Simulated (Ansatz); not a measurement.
A (100) slab of MgO (Fm-3m (No. 225)), 6 planes, outer planes MgO (top) and MgO (bottom), with 12 atoms (Mg6O6) in a surface cell of A = 9.048 Å², as cut from the bulk:

```
CELL_PARAMETERS angstrom
3.00792 0.00000 0.00000
0.00000 3.00792 0.00000
0.00000 0.00000 25.63461
ATOMIC_POSITIONS crystal
Mg 0.50000 0.50000 0.29257
O 0.00000 0.00000 0.29257
Mg 0.00000 0.00000 0.37554
O 0.50000 0.50000 0.37554
Mg 0.50000 0.50000 0.45851
O 0.00000 0.00000 0.45851
Mg 0.00000 0.00000 0.54149
O 0.50000 0.50000 0.54149
Mg 0.50000 0.50000 0.62446
O 0.00000 0.00000 0.62446
Mg 0.00000 0.00000 0.70743
O 0.50000 0.50000 0.70743
```

All numbers below come from DFT PBE, scalar-relativistic, plane waves, PAW (Ansatz). Cutoff 420 eV; k points 9×9×1 on the computed 12-atom cell (Γ-centred); Gaussian smearing, width 0.05 eV; no spin polarisation.

Against the same 12 atoms in the bulk, the slab as cut lies 1.021 eV higher and the relaxed slab 0.999 eV higher.

Q: Work out the surface energy before and after relaxation.

A: The slab has two faces, so γ = (E_slab − N·E_bulk)/(2A), the mean of both. As cut: 1.021/(2 × 9.048) = 0.0564 eV/Å², and 1 eV/Å² = 16.02 J/m², so γ = 0.90 J/m². Relaxed: 0.999/(2 × 9.048) = 0.0552 eV/Å² = 0.88 J/m². Relaxation recovers 2 % of the cost of cutting.

Q: What is the ideal work of this cut, per area?

A: Griffith's ideal work is 2γ: 1.81 J/m² if the new faces stay rigid, 1.77 J/m² if they relax. One thickness was run, 6 planes, so γ can still shift with it.